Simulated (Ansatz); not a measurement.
# AlN (F-43m) in Ansatz: single point with PBE

Aim: the single point of AlN with PBE.

Program: Ansatz 0.2.0. These are calculated values, not measurements. Logs are shortened: lines on timing, memory, paths and dates and some standing lists are left out, and cuts for length are marked.

### 1 The crystal as given

It takes space group F-43m (No. 216, cubic). Conventional cell: a = 4.368 Å, b = 4.368 Å, c = 4.368 Å, α = 90.00°, β = 90.00°, γ = 90.00°. Around Al (site symmetry -43m) lie 4 N at 1.89 Å. N (site symmetry -43m) has 4 Al at 1.89 Å as nearest neighbours.

Measurements of this composition are mostly on another form, of space group No. 186.

### 2 Single point, PBE

Input file input.yaml:

```yaml
crystal:
  lattice:
    - [0.0, 2.1839935596, 2.1839935596]
    - [2.1839935596, 0.0, 2.1839935596]
    - [2.1839935596, 2.1839935596, 0.0]
  atoms:
    - { symbol: Al, position: [0.0, 0.0, 0.0] }
    - { symbol: "N", position: [0.25, 0.25, 0.25] }
hamiltonian:
  xc: pbe
  pseudopotentials: { kind: paw }
kpoints:
  mp_grid: { grid: [5, 5, 5] }
scf:
  occupations: { method: fermi_dirac, width: 0.05 }
output:
  forces: true
  stress: true
  eigenvalues: true
```

Potentials or basis: Ansatz PAW.

Launch:

```console
> ansatz run input.yaml --threads 2 --pin off --max-ram 5120MiB --backend cpu --events-out ev --progress --plain --runs-dir out
```

Output:

```text
Warning: RAYON_NUM_THREADS=2 ignored (pool sized by the plan → 2); use --threads N
Engine: ansatz 0.2.0, x86_64-unknown-linux-gnu
Pseudopotentials: kind: paw
Pseudopotential: Al, paw, valence charge 3, recommended cutoff 420 eV (normal), Al.paw.azcp
Pseudopotential: N, paw, valence charge 5, recommended cutoff 420 eV (normal), N.paw.azcp
Functional definition: PBE
  parameter kappa = 0.804
  parameter beta = 0.06672455060314922
  exchange = pbe_x(kappa = kappa, mu = beta*pi^2/3)
  correlation = pbe_c(beta = beta)
Crystal: 2 atoms, lattice volume = 20.835 Å³
Basis set: ecut = 420 eV, 411 PW (Γ), exchange–correlation on 48×48×48 points (8 copies of the dense FFT grid, shifted against one another)
Bands: 8, of which v1, the nominal top of the filled ones, is band 4 counted from 1 (3 counted from 0)
Symmetry: 24 space group operations
Space group: F-43m (ITA 216), of the structure as read, at distance tolerance 2.8e-5 Å
k-points: 10 of 125 (time reversal used)
Non-local potential: Al, projectors of the file, l = 0: 2, l = 1: 2, l = 2: 1
Non-local potential: N, projectors of the file, l = 0: 2, l = 1: 2, l = 2: 1
PAW form: soft (Blöchl's): semilocal exchange-correlation on the pseudo side does not see the compensation charge
PAW one-centre angular grid: Al, 110 points (default); XC on 64 Gauss nodes
PAW one-centre angular grid: N, 110 points (default); XC on 64 Gauss nodes
Initial density: superposition of atomic densities (neutral atoms: chi_scale 0, normalization atom), corrected by the library's trained network
Initial wavefunctions: pseudopotential atomic-orbital guess
Functional: x = pbe(κ = 0.804, μ = 0.2195149727645171), c = pbe(β = 0.06672455060314922)
SCF iter   1: F=—  HF=-924.195821 eV  |F-HF|=—  |Δ(HF+E_count)|=         —  Δρ=9.28e-4  dr2=9.80e-5  ethr=1.77e-3  ⟨swp⟩=4.8  Hψ=584  notcnv=0
preconditioner: auto → none  [insulator: Δε(μ)=3.908 eV  Ē_g=15.410 eV  σ=0.050 eV  W_gap=1.00  n_scr=0 (ndim 8)  ℏωp=23.0 eV  f_vac=0.000  D(μ)=0.00/eV (n_scr^D=0)  ε∞_Penn≈3.2]
SCF iter   2: F=—  HF=-924.195933 eV  |F-HF|=—  |Δ(HF+E_count)|=   1.12e-4  Δρ=4.46e-4  dr2=2.21e-5  ethr=1.22e-6  ⟨swp⟩=2.2  Hψ=202  notcnv=0
SCF iter   3: F=—  HF=-924.195949 eV  |F-HF|=—  |Δ(HF+E_count)|=   1.56e-5  Δρ=2.23e-4  dr2=2.22e-6  ethr=2.76e-7  ⟨swp⟩=2.4  Hψ=115  notcnv=0
iter 4 did not close the SCF: its close was put off for the readings that it lacked (scf_convergence_deferred on its scf_iter line)
SCF iter   4: F=-924.195965 eV  HF=-924.195965 eV  |F-HF|=1.74e-7  |Δ(HF+E_count)|=   1.58e-5  Δρ=3.01e-5  dr2=6.48e-8  ethr=2.78e-8  ⟨swp⟩=2.0  Hψ=116  notcnv=0
iter 5 did not close the SCF: its close was put off for the readings that it lacked (scf_convergence_deferred on its scf_iter line)
SCF iter   5: F=-924.195965 eV  HF=-924.195965 eV  |F-HF|=4.84e-11  |Δ(HF+E_count)|=   1.96e-7  Δρ=7.58e-6  dr2=5.08e-9  ethr=8.11e-10  ⟨swp⟩=2.4  Hψ=117  notcnv=0
SCF iter   6: F=-924.195965 eV  HF=-924.195965 eV  |F-HF|=4.25e-11  |Δ(HF+E_count)|=   1.21e-9  Δρ=1.04e-6  dr2=1.07e-10  ethr=6.35e-11  ⟨swp⟩=1.2  Hψ=244  notcnv=0
SCF 1 converged in 6 iterations: F = -924.195965 eV  dr2 = 1.07e-10
SCF converged after 6 iterations
Free energy (F): -924.195965 eV
Harris-Foulkes:  -924.195965 eV  (|F-HF|=4.25e-11)
Internal energy: -924.195965 eV  (E = F + TS)
E sigma→0 (E₀):  -924.195965 eV
Fermi energy:    8.915595 eV
--- Per-component energies (eV) ---
  E_band       = 15.447772
  E_kinetic    = 159.558365
  E_local      = -222.865684  (includes V_loc(G=0)·N_el)
  E_nonlocal   = 55.510406
  E_hartree    = 77.266018
  E_xc         = -101.855597
  E_vxc        = -107.983247  (∫ρ·V_xc dr)
  E_paw        = -595.206016  (= ΣΔE_a)
  E_vpaw       = -23.304273  (= ΣTr[D̂ρ^β])
  E_aug_tail   = 0.000098  (compensation charges beyond the density's cutoff)
  E_ewald      = -296.603555
  E_smearing   = -0.000000  (= −TS)
  E_closure    = 0.000000  (closes the sum)
  Σ components = -924.195965   (vs F -924.195965, Δ=0.00e0)
--- Forces (eV/Å), atoms counted from 1 ---
  atom   1  Al     0.00000000    -0.00000000     0.00000000
  atom   2  N     -0.00000000     0.00000000    -0.00000000
  max |Σ_I F_I| component: 1.57e-16 eV/Å
--- Stress (GPa, compression-positive) ---
        4.876384      -0.000000       0.000000
       -0.000000       4.876384       0.000000
       -0.000000       0.000000       4.876384
  P = ⅓ Tr σ = 4.8764 GPa (48.764 kbar)
--- Band table (eV; the first three rows and the last of 10) ---
  k-point 0: bands = ["-7.9908", "6.9788", "6.9788", "6.9788", "11.1619", "19.5535", "19.5535", "19.5535"]
  k-point 1: bands = ["-7.4284", "4.5647", "6.7996", "6.7996", "12.9527", "18.3594", "19.6065", "19.6065"]
  k-point 2: bands = ["-6.2199", "1.6395", "6.5420", "6.5420", "14.2306", "17.0452", "18.3388", "18.3388"]
  k-point 9: bands = ["-5.4766", "2.6342", "4.0567", "5.1033", "13.1000", "17.7298", "18.2382", "20.4083"]
```

Wall time 2 s (2 threads of Intel Xeon at 2.50GHz (Skylake/Cascade Lake), shared host); peak memory 0.28 GiB.

What came out:

```
Free energy            : -924.1960 eV
Pressure               : 4.9 GPa
Band gap on the k mesh : 3.90 eV, indirect (least direct gap 4.18 eV)
```

Levels at points of the mesh, in eV from the valence-band top:
```csv
k point,band 1,band 2,band 3,band 4,band 5,band 6,band 7,band 8
"(0.00, 0.00, 0.00)",-14.97,0.00,0.00,0.00,4.18,12.57,12.57,12.57
```

Caveat: the k mesh is coarse (spacing up to 0.50 Å⁻¹), so the values aren't converged; odd divisions of the mesh miss points on the zone boundary, where band edges often lie, so the gap on the mesh can be too wide; the pressure holds a Pulay correction of +0.5 GPa for the finite cutoff.
